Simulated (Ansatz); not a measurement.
# HfO2: a stretch of c alone

The task here is to estimate one member of a computed series from the others.

Program: Ansatz 0.2.0. Level of theory: DFT r2SCAN, scalar-relativistic, plane waves, PAW. These are calculated values, not measurements.

2 further runs of the same task are left out: 2 set aside as unsound or not needed.

## The structure to begin with

The structure is tetragonal, space group P4_2/mnm (No. 136). Conventional cell: a = 4.838 Å, b = 4.838 Å, c = 3.220 Å, α = 90.00°, β = 90.00°, γ = 90.00°. Around Hf (site symmetry mmm) lie 6 O at 2.09 Å. O (site symmetry m2m) has 3 Hf at 2.09 Å in its first shell of neighbours.

Coordinates:

```cif
data_structure
_symmetry_space_group_name_H-M 'P 1'
_symmetry_Int_Tables_number 1
_cell_length_a 4.8382
_cell_length_b 4.8382
_cell_length_c 3.2203
_cell_angle_alpha 90.000
_cell_angle_beta 90.000
_cell_angle_gamma 90.000
_cell_volume 75.38
loop_
_atom_site_label
_atom_site_type_symbol
_atom_site_fract_x
_atom_site_fract_y
_atom_site_fract_z
_atom_site_occupancy
Hf1 Hf 0.00000 0.00000 0.00000 1
Hf2 Hf 0.50000 0.50000 0.50000 1
O1 O 0.19492 0.80508 0.50000 1
O2 O 0.30508 0.30508 0.00000 1
O3 O 0.69492 0.69492 0.00000 1
O4 O 0.80508 0.19492 0.50000 1
```

It goes back to an entry of the Materials Project, which need not be the stable form.

This cell was relaxed beforehand with the same method: volume 12.56 Å³/atom, gap on the mesh 4.53 eV.

The unstrained cell comes from an earlier run at this level (6 atoms, E(σ→0) -33752.6216 eV, gap 4.53 eV over the zone).

Set-up of the first run:

input.yaml

```yaml
crystal:
  lattice:
    - [4.8382036358, 0.0, 0.0]
    - [0.0, 4.8382036358, 0.0]
    - [0.0, 0.0, 3.1559409564]
  atoms:
    - { symbol: Hf, position: [0.0, 0.0, 0.0] }
    - { symbol: Hf, position: [0.5, 0.5, 0.5] }
    - { symbol: O, position: [0.194919183, 0.805080817, 0.5] }
    - { symbol: O, position: [0.305080817, 0.305080817, 0.0] }
    - { symbol: O, position: [0.694919183, 0.694919183, 0.0] }
    - { symbol: O, position: [0.805080817, 0.194919183, 0.5] }
basis:
  ecutwfc: 500
kpoints:
  mp_grid: { grid: [6, 6, 8] }
hamiltonian:
  xc: r2scan
scf:
  occupations: { method: gaussian, width: 0.02 }
output:
  forces: true
  stress: true
  eigenvalues: true
relax:
  adjacent_minimum: "off"
  f_tol: 0.008
  max_steps: 40
```

Command:

```
$ ansatz run input.yaml --threads 1 --pin off --max-ram 2560MiB --backend cpu --events-out ev --progress --plain --runs-dir out
```

Among the steps run: Strain -2.0 %; The gap over the whole zone at -2.0 %; Strain +2.0 %; The gap over the whole zone at +2.0 %; Strain -4.0 %; The gap over the whole zone at -4.0 %; At +4.0 %; Seeking the band edges at +4.0 %; At -6.0 %; Band edges over the zone at -6.0 %; At +6.0 %; Seeking the band edges at +6.0 %.

One table of the session follows, with a row left open; its other results are not shown here.

Lengths are those of the vectors of the cell that was run; stresses in GPa:

| strain (%) | ΔE (meV/atom) | c (Å) |
| --- | --- | --- |
| -6.0 | 76.1 | 3.027 |
| -4.0 | 32.7 | 3.092 |
| -2.0 | 7.9 | 3.156 |
| +0.0 | 0.0 | 3.220 |
| +2.0 | 7.4 | 3.285 |
| +4.0 | ? | ? |
| +6.0 | 61.9 | 3.414 |

**Question.** Estimate the row for strain (%) = +4.0.

Worked estimate for «ΔE (meV/atom)». A straight line through the neighbours (2.0, 7.4) and (6.0, 61.9) gives 7.4 + (61.9 − 7.4) × (4.0 − 2.0) / (6.0 − 2.0) = 34.6; a parabola fitted to 3 rows on both sides gives 28.0.

**Answer.** ΔE (meV/atom): 28.5; c (Å): 3.349. In «ΔE (meV/atom)» the line misses by +6.1 and the parabola by -0.5.

ΔE is over the unstrained cell. Stress in GPa, positive in compression, on the Cartesian axes of the input.

Limits of these values: Warnings in the runs' records: stress scf threshold loose.
